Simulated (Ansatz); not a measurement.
BaTiO3:

```
Ba Ti O
1.0
     2.82767    1.63255    2.31773
    -2.82767    1.63255    2.31773
     0.00000   -3.26511    2.31773
Ba Ti O
1 1 3
Direct
  0.03347 0.98847 0.00184
  0.50610 0.52748 0.53723
  0.48625 0.49715 0.97115
  0.47409 0.98642 0.47201
  0.97879 0.47918 0.49647
```

The cell isn't the ideal one: all atoms moved at random, sigma 0.05 Å a component.

Base run:

- Program: Ansatz 0.2.0
- Functional: PBE
- Potentials or basis: Ansatz PAW
- Cutoff: 420 eV (not typed: the program's choice for these potentials)
- k mesh: 7 × 7 × 7
- Occupations: fermi-dirac, width 0.05 eV
- Spin: no spin polarisation
- Hubbard terms: Ti d U = 8 eV

Its results: band gap on the k mesh 3.70 eV, indirect (least direct gap 4.16 eV); pressure 13.0 GPa; largest force 3.181 eV/Å.

**Question.** The run is repeated on the same cell with these changes: hubbard terms from Ti d U = 8 eV to Ti d U = 1 eV. What comes out?

**Answer.** Band gap on the k mesh 2.87 eV, indirect (least direct gap 3.41 eV); pressure 9.8 GPa; largest force 2.295 eV/Å.

Caveats: spin-orbit coupling is left out, which moves the levels of the heavy elements; forces of over 1 eV/Å show positions far from the minimum, so gaps and moduli don't describe the material at rest; the k mesh misses the band edges, so the gap on the mesh is wider than the one along the path (some runs).
